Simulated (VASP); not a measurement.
# AlN (strained rocksalt): one PBE single-point calculation in two programs

```
CELL_PARAMETERS angstrom
0.00000 2.01887 2.01887
2.00877 0.00000 2.01887
2.00877 2.01887 0.00000
ATOMIC_POSITIONS crystal
Al 0.00000 0.00000 0.00000
N 0.50000 0.50000 0.50000
```

Each program uses its own PAW datasets. VASP's cell holds 8 valence electrons and Ansatz's 8. Ansatz's stress includes a Pulay correction; VASP's doesn't.

Cutoffs: 520 eV in VASP, 420 eV in Ansatz. k meshes: 10×10×10 and 10×10×10.

```csv
,VASP,Ansatz
gap between bands v and c,4.65 eV,4.67 eV
least direct gap,5.80 eV,5.79 eV
pressure,7.5 GPa,7.8 GPa
```

Band v is the last that the valence electrons fill when counted band by band, and c is the next. Levels in eV from the top of v, Ansatz:

| point | v−1 | v | c | c+1 |
| --- | --- | --- | --- | --- |
| Γ | 0.00 | 0.00 | 5.79 | 12.10 |
| X | -2.85 | -2.78 | 4.72 | 5.28 |
| K | -5.50 | -2.32 | 5.94 | 9.32 |
| L | -1.12 | -1.10 | 6.19 | 11.03 |
| W | -5.75 | -3.97 | 8.22 | 10.78 |

VASP:

```json
{"point": "Γ", "v−1": "0.00", "v": "0.00", "c": "5.80", "c+1": "12.16"}
{"point": "X", "v−1": "-2.85", "v": "-2.79", "c": "4.70", "c+1": "5.29"}
{"point": "K", "v−1": "-5.51", "v": "-2.32", "c": "5.93", "c+1": "9.32"}
{"point": "L", "v−1": "-1.12", "v": "-1.10", "c": "6.18", "c+1": "11.01"}
{"point": "W", "v−1": "-5.76", "v": "-3.98", "c": "8.21", "c+1": "10.79"}
```
